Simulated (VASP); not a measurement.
Crystal: Sn.

```
Sn
1.0
    -1.89465    1.89465    1.89465
     1.89465   -1.89465    1.89465
     1.89465    1.89465   -1.89465
Sn
1
Cartesian
  0.0000 0.0000 0.0000
```

This isn't the form of Sn at room conditions, which is tetragonal (white tin).

* Program: VASP 6.6.1
* Task: relaxation of cell and atoms
* Functional: B3LYP
* Dispersion: D4
* Potentials or basis: VASP PAW PBE potentials, release 64 (Sn_d)
* Cutoff: 600 eV
* k mesh: 5 × 5 × 5
* Occupations: methfessel-paxton, width 0.2 eV
* Spin: no spin polarisation

At the start: pressure 4.5 GPa; volume 27.20 Å³/atom.

Task: How do energy, volume and symmetry change on relaxing?

Result: Over 4 steps the energy falls by 31.7 meV/atom and the volume is 29.64 Å³/atom (+9.0 %); space group Im-3m (No. 229, to 0.05 Å).

The path:
```
step  energy change (eV)  largest force (eV/Å)  pressure (GPa)  volume (Å³)
   1              0.0000                0.0000            4.48        27.20
   2             -0.0299                0.0000           -0.65        30.31
   3             -0.0316                0.0000           -0.11        29.71
   4             -0.0317                0.0000            0.00        29.64
```

Final structure:
```
Sn
1.0
    -1.94962    1.94962    1.94962
     1.94962   -1.94962    1.94962
     1.94962    1.94962   -1.94962
Sn
1
Direct
  0.00000 0.00000 0.00000
```

Caveat: the k mesh is coarse (spacing up to 0.47 Å⁻¹), so the values aren't converged, least of all with exact exchange; the PAW data sets were made with another functional, which shifts forces and pressure a little; pairwise dispersion overbinds metals, which lowers pressure and volume.
